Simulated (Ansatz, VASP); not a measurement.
## ZnS in VASP and in Ansatz

```xyz
2
Lattice="0.0000 2.7020 2.7020 2.7020 0.0000 2.7020 2.7020 2.7020 0.0000" Properties=species:S:1:pos:R:3 pbc="T T T"
Zn    4.0530    4.0530    4.0530
S     0.0000    0.0000    0.0000
```

Alike in both runs: task relaxation of cell and atoms; functional revPBE; k mesh 9 × 9 × 9; occupations fermi-dirac, width 0.05 eV; no spin polarisation.

|  | VASP | Ansatz |
| --- | --- | --- |
| version | VASP 6.6.1 | Ansatz 0.2.0 |
| potentials or method | VASP PAW PBE potentials, release 64 (Zn, S) | Ansatz PAW |
| plane-wave cutoff (eV) | 600 | 420 |
| valence electrons in the cell | 18 | 18 |

Ansatz gave:

- relaxed volume (Å³/atom): 20.71
- relaxed cell length with the largest relative difference (Å): 3.884
- energy change over the relaxation (meV/atom): -10

**Question.** Estimate VASP's values.

**Answer.** Relaxed volume (Å³/atom): 20.77; relaxed cell length with the largest relative difference (Å): 3.887; energy change over the relaxation (meV/atom): -11.

Caveats: the PAW data sets were made with another functional, which shifts forces and pressure a little (VASP); the plane-wave basis is chosen anew once the cell has moved, so the energies of steps on either side of that aren't comparable (Ansatz); the PAW data sets come from PBE, with cores solved anew for the run's functional, which leaves a small shift of forces and pressure (Ansatz). Zero-point motion and thermal expansion aren't in these numbers. revPBE gives volumes clearly too large for solids.
